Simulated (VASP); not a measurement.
# KCl in VASP: notebook

Runs on KCl. Level: LDA. Tasks: single point.

Everything below comes from runs of VASP 6.6.1. Logs are shortened: lines on timing, memory, paths and dates and some standing lists are left out, and cuts for length are marked.

**The experiment to reproduce.**

A printed reference work, monograph reports, for a bulk crystal of KCl: band gap 8.68 eV.

The runs below are set against these values where they give the same quantity.

## Step 1: The cell of the first run

It takes space group Fm-3m (No. 225, cubic). The conventional cell has a = 6.048 Å, b = 6.048 Å, c = 6.048 Å, α = 90.00°, β = 90.00°, γ = 90.00°. Within 4.0 Å of K (site symmetry m-3m) lie 6 Cl at 3.02 Å. Cl (site symmetry m-3m) has 6 K at 3.02 Å within 4.0 Å.

## Step 2: Single point, LDA

INCAR reads:

```
PREC = Accurate
ENCUT = 520
EDIFF = 1E-6
ISMEAR = 0
SIGMA = 0.01
LREAL = False
LASPH = True
NELM = 60
ALGO = Normal
ISIF = 2
LWAVE = False
LCHARG = False
GGA = CA
NBANDS = 15
```

KPOINTS reads:

```
Automatic mesh
0
Gamma
  6 6 6
```

POSCAR reads:

```
KCl
1.0
    0.0000000000      3.0241375898      3.0241375898
    3.0241375898      0.0000000000      3.0241375898
    3.0241375898      3.0241375898      0.0000000000
K Cl
1 1
Direct
    0.0000000000      0.0000000000      0.0000000000
    0.5000000000      0.5000000000      0.5000000000
```

Potentials or basis: VASP PAW LDA potentials, release 64 (K_sv, Cl).

Run with:

```
$ cat potpaw_LDA.64/K_sv/POTCAR potpaw_LDA.64/Cl/POTCAR > POTCAR
$ mpirun -np 1 vasp_std > vasp.out
```

OUTCAR:

```text
PREC = Accurate
   ENCUT = 520
   EDIFF = 1E-6
   ISMEAR = 0
   LREAL = False
   LASPH = True
   NELM = 60
   ISIF = 2
   GGA = CA

 ion  position               nearest neighbor table
   1  0.000  0.000  0.000-   2 3.02   2 3.02   2 3.02   2 3.02   2 3.02   2 3.02
   2  0.500  0.500  0.500-   1 3.02   1 3.02   1 3.02   1 3.02   1 3.02   1 3.02

  LATTYP: Found a face centered cubic cell.
 ALAT       =     6.0482751796

  Lattice vectors:

 A1 = (   0.0000000000,   3.0241375898,   3.0241375898)
 A2 = (   3.0241375898,   0.0000000000,   3.0241375898)
 A3 = (   3.0241375898,   3.0241375898,   0.0000000000)

Analysis of symmetry for initial positions (statically):
=====================================================================
 Subroutine PRICEL returns:
 Original cell was already a primitive cell.

 Routine SETGRP: Setting up the symmetry group for a
 face centered cubic supercell.

 Subroutine GETGRP returns: Found 48 space group operations
 (whereof 48 operations were pure point group operations)
 out of a pool of 48 trial point group operations.

The static configuration has the point symmetry O_h .

Analysis of symmetry for dynamics (positions and initial velocities):
=====================================================================
 Subroutine PRICEL returns:
 Original cell was already a primitive cell.

 Routine SETGRP: Setting up the symmetry group for a
 face centered cubic supercell.

 Subroutine GETGRP returns: Found 48 space group operations
 (whereof 48 operations were pure point group operations)
 out of a pool of 48 trial point group operations.

The dynamic configuration has the point symmetry O_h .

 Subroutine INISYM returns: Found 48 space group operations
 (whereof 48 operations are pure point group operations),
 and found     1 'primitive' translations

----------------------------------------------------------------------------------------

                                     Primitive cell

  volume of cell :      55.3139

  direct lattice vectors                    reciprocal lattice vectors
     0.000000000  3.024137590  3.024137590    -0.165336393  0.165336393  0.165336393
     3.024137590  0.000000000  3.024137590     0.165336393 -0.165336393  0.165336393
     3.024137590  3.024137590  0.000000000     0.165336393  0.165336393 -0.165336393

  length of vectors
     4.276776394  4.276776394  4.276776394     0.286371032  0.286371032  0.286371032

  position of ions in fractional coordinates (direct lattice)
     0.000000000  0.000000000  0.000000000
     0.500000000  0.500000000  0.500000000

  ion indices of the primitive-cell ions
   primitive index   ion index
                 1           1
                 2           2

----------------------------------------------------------------------------------------

 KPOINTS: Automatic mesh

Automatic generation of k-mesh.
 Grid dimensions read from file:
 generate k-points for:    6    6    6

 Generating k-lattice:

  Cartesian coordinates                     Fractional coordinates (reciprocal lattice)
    -0.027556065  0.027556065  0.027556065     0.166666667  0.000000000  0.000000000
     0.027556065 -0.027556065  0.027556065     0.000000000  0.166666667  0.000000000
     0.027556065  0.027556065 -0.027556065     0.000000000  0.000000000  0.166666667

  Length of vectors
     0.047728505  0.047728505  0.047728505

  Shift w.r.t. Gamma in fractional coordinates (k-lattice)
     0.000000000  0.000000000  0.000000000

 Subroutine IBZKPT returns following result:
 ===========================================

 Found     16 irreducible k-points:

 Following reciprocal coordinates:
            Coordinates               Weight
  0.000000  0.000000  0.000000      1.000000
  0.166667  0.000000  0.000000      8.000000
  0.333333  0.000000  0.000000      8.000000
  0.500000  0.000000  0.000000      4.000000
  0.166667  0.166667  0.000000      6.000000
  0.333333  0.166667  0.000000     24.000000
[... 8 lines left out ...]
 -0.333333  0.333333  0.166667     24.000000
 -0.333333  0.500000  0.166667     12.000000
   k-points           NKPTS =     16   k-points in BZ     NKDIM =     16   number of bands    NBANDS=     15
   number of dos      NEDOS =    301   number of ions     NIONS =      2
   total plane-waves  NPLWV =  32768
   dimension x,y,z NGX =    32 NGY =   32 NGZ =   32
   dimension x,y,z NGXF=    64 NGYF=   64 NGZF=   64
   ions per type =               1   1
   NGX,Y,Z   is equivalent  to a cutoff of  12.44, 12.44, 12.44 a.u.
   NGXF,Y,Z  is equivalent  to a cutoff of  24.88, 24.88, 24.88 a.u.
 SYSTEM =  unknown system
   PREC   = accura    normal or accurate (medium, high low for compatibility)
   ISTART =      0    job   : 0-new  1-cont  2-samecut
   ICHARG =      2    charge: 1-file 2-atom 10-const
   ISPIN  =      1    spin polarized calculation?
   LNONCOLLINEAR =      F non collinear calculations
   LSORBIT =      F    spin-orbit coupling
   LASPH  =      T    aspherical Exc in radial PAW
   ENCUT  =  520.0 eV  38.22 Ry    6.18 a.u.   7.95  7.95  7.95*2*pi/ulx,y,z
   NELM   =     60;   NELMIN=  2; NELMDL= -5     # of ELM steps
   EDIFF  = 0.1E-05   stopping-criterion for ELM
   LREAL  =      F    real-space projection
   EDIFFG = 0.1E-04   stopping-criterion for IOM
   NSW    =      0    number of steps for IOM
   IBRION =     -1    ionic relax: 0-MD 1-quasi-New 2-CG
   NFREE  =      0    steps in history (QN), initial steepest desc. (CG)
   ISIF   =      2    stress and relaxation
   ISYM   =      2    0-nonsym 1-usesym 2-fastsym
   POTIM  = 0.5000    time-step for ionic-motion
   TEBEG  =    0.0;   TEEND  =   0.0 temperature during run
   PSTRESS=    0.0 pullay stress
   NELECT =      16.0000    total number of electrons
   NUPDOWN=      -1.0000    fix difference up-down
   EMIN   =  10.00;   EMAX   =-10.00  energy-range for DOS
   EFERMI =   0.00;   METHOD = LEGACY
   ISMEAR =     0;   SIGMA  =   0.01  broadening in eV -4-tet -1-fermi 0-gaus
   EFERMI_NEDOS =   21; number of points for ismear=-14 and -15
   IALGO  =     38    algorithm
   IMIX   =      4    mixing-type and parameters
     AMIX     =   0.40;   BMIX     =  1.00
     AMIX_MAG =   1.60;   BMIX_MAG =  1.00
  volume/ion in A,a.u.               =      27.66       186.64
  Fermi-wavevector in a.u.,A,eV,Ry     =   1.082688  2.045983 15.948927  1.172213
  Thomas-Fermi vector in A             =   2.218736
   LORBIT       =      0    0 simple, 1 ext, 2 COOP (PROOUT), +10 PAW based schemes
   GGA     = CA    functional components
   LHFCALC =     F    Hartree Fock is set to
   AEXX    =    0.0000 exact exchange contribution
   IVDW    =     0    specifies the selected vdW correction
   LEPSILON=     F    determine dielectric tensor
   LRPA    =     F    only Hartree local field effects (RPA)
 non-spin polarized calculation
 Gauss-broadening in eV      SIGMA  =   0.01
  energy-cutoff  :      520.00
  volume of cell :       55.31
 maximum number of plane-waves:      1524
   NGX = 15   NGY = 15   NGZ = 15

 number of electron      16.0000000 magnetization

 Free energy of the ion-electron system (eV)
  ---------------------------------------------------
  ext. energy  EPLUGINS =         0.00000000
  ---------------------------------------------------
  free energy    TOTEN  =        -7.40623025 eV

  energy without entropy =       -7.40623025  energy(sigma->0) =       -7.40623025

 E-fermi :  -1.5024     XC(G=0):  -8.6124

 val. band max:       -1.5556492854   @ k =   0.0000   0.0000   0.0000
 cond. band min:       3.6124548849   @ k =   0.0000   0.0000   0.0000
 fundamental gap:      5.1681041703
 Fermi energy:        -1.5024435713

 k-point     1 :       0.0000    0.0000    0.0000
  band No.  band energies     occupation
      1     -28.1319      2.00000
      2     -13.7350      2.00000
      3     -11.8319      2.00000
      4     -11.8319      2.00000
      5     -11.8319      2.00000
      6      -1.5556      2.00000
      7      -1.5556      2.00000
      8      -1.5556      2.00000
      9       3.6125      0.00000
     10       6.5544      0.00000
     11       6.5544      0.00000
     12       6.5544      0.00000
     13       7.5649      0.00000
     14       7.5649      0.00000
     15      11.3035      0.00000

 k-point     2 :       0.1667    0.0000    0.0000
  band No.  band energies     occupation
      1     -28.1264      2.00000
      2     -13.8073      2.00000
      3     -11.8353      2.00000
      4     -11.8353      2.00000
      5     -11.7409      2.00000
      6      -1.9724      2.00000
      7      -1.6793      2.00000
      8      -1.6793      2.00000
      9       4.3395      0.00000
     10       6.3847      0.00000
     11       6.9481      0.00000
     12       6.9481      0.00000
     13       8.0241      0.00000
     14       8.0241      0.00000
     15      12.4279      0.00000

 k-point     3 :       0.3333    0.0000    0.0000
  band No.  band energies     occupation
      1     -28.1154      2.00000
      2     -13.9362      2.00000
      3     -11.8421      2.00000
      4     -11.8421      2.00000
      5     -11.5727      2.00000
      6      -2.6388      2.00000
      7      -1.9087      2.00000
      8      -1.9087      2.00000
      9       5.5502      0.00000
     10       6.6506      0.00000
     11       8.0234      0.00000
     12       8.0234      0.00000
     13       9.1694      0.00000
     14       9.1694      0.00000
     15      11.8000      0.00000

 k-point     4 :       0.5000    0.0000    0.0000
  band No.  band energies     occupation
      1     -28.1099      2.00000
      2     -13.9949      2.00000
      3     -11.8455      2.00000
      4     -11.8455      2.00000
      5     -11.4936      2.00000
      6      -2.9226      2.00000
      7      -2.0159      2.00000
      8      -2.0159      2.00000
      9       5.9686      0.00000
     10       7.1552      0.00000
     11       9.0938      0.00000
     12       9.0938      0.00000
     13       9.9897      0.00000
     14       9.9897      0.00000
     15      10.9140      0.00000
[... 163 lines left out ...]
 k-point    14 :       0.5000    0.3333    0.1667
  band No.  band energies     occupation
      1     -28.1086      2.00000
      2     -13.8242      2.00000
      3     -11.9382      2.00000
      4     -11.8924      2.00000
      5     -11.6848      2.00000
      6      -2.5205      2.00000
      7      -1.9802      2.00000
      8      -1.9224      2.00000
      9       5.6358      0.00000
     10       6.4159      0.00000
     11       8.4139      0.00000
     12       9.0868      0.00000
     13       9.3281      0.00000
     14       9.6805      0.00000
     15      10.6698      0.00000

 k-point    15 :      -0.3333    0.3333    0.1667
  band No.  band energies     occupation
      1     -28.1051      2.00000
      2     -13.8059      2.00000
      3     -11.9654      2.00000
      4     -11.9345      2.00000
      5     -11.6727      2.00000
      6      -2.4635      2.00000
      7      -2.0971      2.00000
      8      -2.0193      2.00000
      9       6.2432      0.00000
     10       6.4985      0.00000
     11       8.4299      0.00000
     12       8.6835      0.00000
     13       9.8507      0.00000
     14      10.6644      0.00000
     15      10.6726      0.00000

 k-point    16 :      -0.3333    0.5000    0.1667
  band No.  band energies     occupation
      1     -28.1036      2.00000
      2     -13.6998      2.00000
      3     -12.0423      2.00000
      4     -11.9660      2.00000
      5     -11.7579      2.00000
      6      -2.2335      2.00000
      7      -2.1104      2.00000
      8      -1.9839      2.00000
      9       5.3407      0.00000
     10       7.3579      0.00000
     11       7.7539      0.00000
     12       8.8588      0.00000
     13       9.6001      0.00000
     14      10.4371      0.00000
     15      11.1563      0.00000

------------------------ aborting loop because EDIFF is reached ----------------------------------------

  FORCE on cell =-STRESS in cart. coord.  units (eV):
  Direction    XX          YY          ZZ          XY          YZ          ZX
  --------------------------------------------------------------------------------------
  -------------------------------------------------------------------------------------
  Total        0.1565390      0.1565390      0.1565390      0.0000000      0.0000000     -0.0000000
  in kB        4.5341772      4.5341772      4.5341772      0.0000000      0.0000000     -0.0000000
  external PRESSURE =       4.5341772 kB  Pullay stress =       0.0000000 kB

 VOLUME and BASIS-vectors are now :
 -----------------------------------------------------------------------------
  energy-cutoff  :      520.00
  volume of cell :       55.31
      direct lattice vectors                 reciprocal lattice vectors
     0.000000000  3.024137590  3.024137590    -0.165336393  0.165336393  0.165336393
     3.024137590  0.000000000  3.024137590     0.165336393 -0.165336393  0.165336393
     3.024137590  3.024137590  0.000000000     0.165336393  0.165336393 -0.165336393

 POSITION                                       TOTAL-FORCE (eV/Angst)
 -----------------------------------------------------------------------------------
      0.00000      0.00000      0.00000         0.000000     -0.000000     -0.000000
      3.02414      3.02414      3.02414        -0.000000      0.000000      0.000000
 -----------------------------------------------------------------------------------
    total drift:                                0.000000     -0.000000     -0.000000

  FREE ENERGIE OF THE ION-ELECTRON SYSTEM (eV)
  ---------------------------------------------------
  free  energy   TOTEN  =        -7.4062302468 eV

  energy  without entropy=       -7.4062302468  energy(sigma->0) =       -7.40623025
```

Run time: 5.9 s. Hardware: 1 thread of Intel Xeon Platinum 8488C (Sapphire Rapids), shared host; peak memory 0.16 GiB.

Results:

```yaml
Free_energy: -7.4062 eV
Pressure: 0.5 GPa
Band_gap_on_the_k_mesh: 5.17 eV
```

## Step 3: Single point, LDA

This run uses another cell than the first one, of 28.08 Å³/atom.

Changes to INCAR since step 2:

```diff
@@ -2,3 +2,3 @@
 ENCUT = 520
-EDIFF = 1E-6
+EDIFF = 1E-7
 ISMEAR = 0
@@ -12,3 +12,2 @@
 LCHARG = False
-GGA = CA
 NBANDS = 15
```

KPOINTS reads:

```
regular mesh
0
Gamma
  6 6 6
```

POSCAR reads:

```
KCl
1.0
    0.0000000000      3.0393342611      3.0393342611
    3.0393342611      0.0000000000      3.0393342611
    3.0393342611      3.0393342611      0.0000000000
K Cl
1 1
Direct
    0.0000000000      0.0000000000      0.0000000000
    0.5000000000      0.5000000000      0.5000000000
```

Potentials or basis: VASP PAW LDA potentials, release 64 (K_sv, Cl).

Run with:

```
$ cat potpaw_LDA.64/K_sv/POTCAR potpaw_LDA.64/Cl/POTCAR > POTCAR
$ mpirun -np 1 vasp_std > vasp.out
```

OUTCAR:

```text
PREC = Accurate
   ENCUT = 520
   EDIFF = 1E-7
   ISMEAR = 0
   LREAL = False
   LASPH = True
   NELM = 60
   ISIF = 2

 ion  position               nearest neighbor table
   1  0.000  0.000  0.000-   2 3.04   2 3.04   2 3.04   2 3.04   2 3.04   2 3.04
   2  0.500  0.500  0.500-   1 3.04   1 3.04   1 3.04   1 3.04   1 3.04   1 3.04

  LATTYP: Found a face centered cubic cell.
 ALAT       =     6.0786685222

  Lattice vectors:

 A1 = (   0.0000000000,   3.0393342611,   3.0393342611)
[... 463 lines left out ...]
------------------------ aborting loop because EDIFF is reached ----------------------------------------

  FORCE on cell =-STRESS in cart. coord.  units (eV):
  Direction    XX          YY          ZZ          XY          YZ          ZX
  --------------------------------------------------------------------------------------
  -------------------------------------------------------------------------------------
  Total        0.0213819      0.0213819      0.0213819      0.0000000      0.0000000      0.0000000
  in kB        0.6100869      0.6100869      0.6100869      0.0000000      0.0000000      0.0000000
  external PRESSURE =       0.6100869 kB  Pullay stress =       0.0000000 kB

 VOLUME and BASIS-vectors are now :
 -----------------------------------------------------------------------------
  energy-cutoff  :      520.00
  volume of cell :       56.15
      direct lattice vectors                 reciprocal lattice vectors
     0.000000000  3.039334261  3.039334261    -0.164509711  0.164509711  0.164509711
     3.039334261  0.000000000  3.039334261     0.164509711 -0.164509711  0.164509711
     3.039334261  3.039334261  0.000000000     0.164509711  0.164509711 -0.164509711

 POSITION                                       TOTAL-FORCE (eV/Angst)
 -----------------------------------------------------------------------------------
      0.00000      0.00000      0.00000         0.000000     -0.000000      0.000000
      3.03933      3.03933      3.03933        -0.000000      0.000000     -0.000000
 -----------------------------------------------------------------------------------
    total drift:                                0.000000     -0.000000     -0.000000

  FREE ENERGIE OF THE ION-ELECTRON SYSTEM (eV)
  ---------------------------------------------------
  free  energy   TOTEN  =        -7.4078020293 eV

  energy  without entropy=       -7.4078020293  energy(sigma->0) =       -7.40780203
```

stdout:

```text
POSCAR found type information on POSCAR K Cl
 POSCAR found :  2 types and       2 ions
 scaLAPACK will be used
 LDA part: xc-table for (Slater(with rela. corr.)+CA(PZ))
 , standard interpolation
 POSCAR, INCAR and KPOINTS ok, starting setup
 FFT: planning ... GRIDC
 FFT: planning ... GRID_SOFT
 FFT: planning ... GRID
 WAVECAR not read
 entering main loop
```

It took 7.2 s on 1 thread of Intel Xeon Platinum 8488C (Sapphire Rapids), shared host; peak memory 0.15 GiB.

Results:

* Free energy: -7.4078 eV
* Pressure: 0.1 GPa
* Band gap on the k mesh: 5.11 eV

## Step 4: Single point, LDA

This run uses another cell than the first one, of 28.08 Å³/atom.

INCAR reads:

```
SYSTEM = KCl
PREC = Accurate
ENCUT = 520
EDIFF = 1E-6
ISMEAR = 0
SIGMA = 0.01
LREAL = .FALSE.
LASPH = .TRUE.
NELM = 100
ALGO = Normal
ISIF = 2
LWAVE = .FALSE.
LCHARG = .FALSE.
GGA = CA
NBANDS = 15
```

KPOINTS reads:

```
regular mesh
0
G
  6 6 6
  0 0 0
```

POSCAR is that of step 3.

Run with:

```
$ cat potpaw_LDA.64/K_sv/POTCAR potpaw_LDA.64/Cl/POTCAR > POTCAR
$ mpirun -np 1 vasp_std > vasp.out
```

It took 6.2 s on 1 thread of Intel Xeon Platinum 8488C (Sapphire Rapids), shared host; peak memory 0.15 GiB.

It converged, with:

```yaml
Free_energy: -7.4078 eV
Pressure: 0.1 GPa
Band_gap_on_the_k_mesh: 5.11 eV
```

Levels at points of the mesh, in eV from the valence-band top:
```csv
k point,band 4,band 5,band 6,band 7,band 8,band 9,band 10,band 11,band 12,band 13
"(0.00, 0.00, 0.00)",-10.31,-10.31,0.00,0.00,0.00,5.11,8.11,8.11,8.11,9.11
"(0.50, 0.00, 0.00)",-10.32,-9.98,-1.34,-0.44,-0.44,7.48,8.65,10.60,10.60,11.49
"(0.50, 0.50, 0.00)",-10.40,-10.40,-0.76,-0.25,-0.25,6.04,8.46,10.23,10.27,10.83
```

(Part 1 of 2 ends here.)
